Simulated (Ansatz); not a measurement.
# Au under changes of volume

One of the cells (17.771 Å³/atom); the others are scaled copies at fixed shape and fractional positions:

```
CELL_PARAMETERS angstrom
2.90000 0.00000 0.00000
-1.45000 2.51147 0.00000
0.00000 0.00000 4.88000
ATOMIC_POSITIONS crystal
Au 0.66667 0.33333 0.25000
Au 0.33333 0.66667 0.75000
```

This isn't the form of Au at room conditions, which is fcc.

| Property | Result |
| --- | --- |
| Program | Ansatz 0.2.0 |
| Functional | PBE |
| Potentials or basis | Ansatz PAW |
| Cutoff | 420 eV (not typed: the program's choice for these potentials) |
| k mesh | 11 × 11 × 6 |
| Occupations | fermi-dirac, width 0.05 eV |
| Spin | no spin polarisation |

| volume (Å³/atom) | energy over the lowest point (meV/atom) | pressure (GPa) |
| --- | --- | --- |
| 16.705 | 47.51 | 12.8 |
| 17.060 | ? | ? |
| 17.416 | 8.58 | 5.1 |
| 17.771 | 0.96 | 1.9 |
| 18.127 | 0.00 | -0.9 |
| 18.482 | 4.86 | -3.4 |
| 18.837 | 14.80 | -5.5 |

Q: What does the run at 17.060 Å³/atom give?

A: Energy over the lowest point 23.76 meV/atom; pressure 8.7 GPa.

Worked out: A Birch-Murnaghan fit of order 3 (a polynomial in V^(-2/3)) to the other rows has its minimum at 18.00 Å³/atom with B0 = V·E''(V) = 139 GPa and B' = 5.6 at fixed shape and positions, which overstates the stiffness. It gives 23.76 meV/atom at 17.060 Å³/atom, against the run's 23.76, and -dE/dV = 8.7 GPa, against 8.7.

Energies are extrapolated to zero smearing.
